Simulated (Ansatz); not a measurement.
Reactions of CH2Br2, SMILES `BrCBr`.

Isolated molecules relaxed with PBE0-D4/def2-TZVP in Ansatz; ΔE leaves out vibrations. CBS: MP2 limit from def2 TZ/QZ plus the TZ coupled-cluster correction, frozen cores. This one scheme is used for every species, atoms too. Functionals use def2-TZVPP. No spin–orbit coupling; open shells (•) take unrestricted orbitals. def2 core potentials past Kr. Bonds to Br, I are less sure, by a few kJ/mol each and by 10 to 20 or more in all where they break to atoms, as the def2 sets lack core-valence functions. Scalar relativity is left out up to krypton. One conformer a species, not always the lowest.

```csv
reaction,MP2/CBS(def2) (kJ/mol),PBE0-D4 (kJ/mol),r2SCAN-D4 (kJ/mol),CCSD(T)/CBS(def2) (kJ/mol)
`BrCBr` + `F[C](F)F`• → `Br[CH]Br`• + `FC(F)F`,-31,-36,-36,-39
`BrCBr` + `[OH]`• → `Br[CH]Br`• + H₂O,-102,-89,-94,-90
`BrCBr` + H• → `Br[CH]Br`• + H₂,2,-20,-39,-21
`BrCBr` + HI → `BrCI` + HBr,-17,-8,-8,-14
`BrCBr` + `CBO` → `OBCCBr` + HBr,-28,-28,-27,-31
```

Largest T1 diagnostic: 0.014, for `F[C](F)F`•.
